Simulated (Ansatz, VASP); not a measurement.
## WS2 in VASP and in Ansatz

INCAR

```
SYSTEM = WS2
PREC     = Accurate       ! precision mode
ENCUT    = 520            ! plane-wave cutoff, eV
EDIFF    = 1E-7           ! SCF threshold, eV
ISMEAR   = -1             ! smearing method
SIGMA    = 0.05           ! smearing width, eV
LREAL    = .FALSE.        ! projectors in reciprocal space
LASPH    = .TRUE.         ! aspherical terms in the spheres
NELM     = 100            ! most SCF steps
ALGO     = Normal         ! electronic algorithm
ISIF     = 2              ! what is computed and relaxed
LWAVE    = .FALSE.        ! write WAVECAR
LCHARG   = .FALSE.        ! write CHGCAR
GGA      = PE             ! functional
NBANDS   = 20             ! bands
```

KPOINTS

```
regular mesh
0
G
  10 10 10
  0 0 0
```

Contents of POSCAR:

```
WS2
1.0
    1.5684023653      0.9055175278      6.1219674337
   -1.5684023653      0.9055175278      6.1219674337
    0.0000000000     -1.8110350555      6.1219674337
W S
1 2
Direct
    0.0000000000      0.0000000000      0.0000000000
    0.5810000000      0.5810000000      0.5810000000
    0.7503000000      0.7503000000      0.7503000000
```

File input.yaml:

```yaml
crystal:
  lattice:
    - [1.5684023653, 0.9055175278, 6.1219674337]
    - [-1.5684023653, 0.9055175278, 6.1219674337]
    - [0.0, -1.8110350555, 6.1219674337]
  atoms:
    - { symbol: W, position: [0.0, 0.0, 0.0] }
    - { symbol: S, position: [0.581, 0.581, 0.581] }
    - { symbol: S, position: [0.7503, 0.7503, 0.7503] }
hamiltonian:
  xc: pbe
  pseudopotentials: { kind: paw }
kpoints:
  mp_grid: { grid: [10, 10, 10] }
scf:
  occupations: { method: fermi_dirac, width: 0.05 }
output:
  forces: true
  stress: true
  eigenvalues: true
```

Change from the starting cell: volume scaled by 0.98.

Alike in both runs: task single point; functional PBE; k mesh 10 × 10 × 10; occupations fermi-dirac, width 0.05 eV; no spin polarisation.

|  | VASP | Ansatz |
| --- | --- | --- |
| version | VASP 6.6.1 | Ansatz 0.2.0 |
| potentials or method | VASP PAW PBE potentials, release 64 (W_sv, S) | Ansatz PAW |
| plane-wave cutoff (eV) | 520 | 420 |
| valence electrons in the cell | 26 | 26 |

Ansatz gave:

```
gap on the k mesh at the Fermi level (eV)       : 1.04
least direct gap on the mesh (eV)               : 2.30
pressure (GPa)                                  : 8.3
largest component of the traceless stress (GPa) : 0.56
rms of the force components (eV/Å)              : 0.377
```

Task: What did VASP give for the same quantities?

Result: gap on the k mesh at the Fermi level (eV): 1.06; least direct gap on the mesh (eV): 2.30; pressure (GPa): 8.3; largest component of the traceless stress (GPa): 0.56; rms of the force components (eV/Å): 0.377.

Atom by atom the forces differ by 0.001 eV/Å (rms over components). The functional is the same, so the differences come from potentials, cutoffs and numerics.

Caveats: spin-orbit coupling is left out, which moves the levels of the heavy elements. A k mesh can miss the band edges.
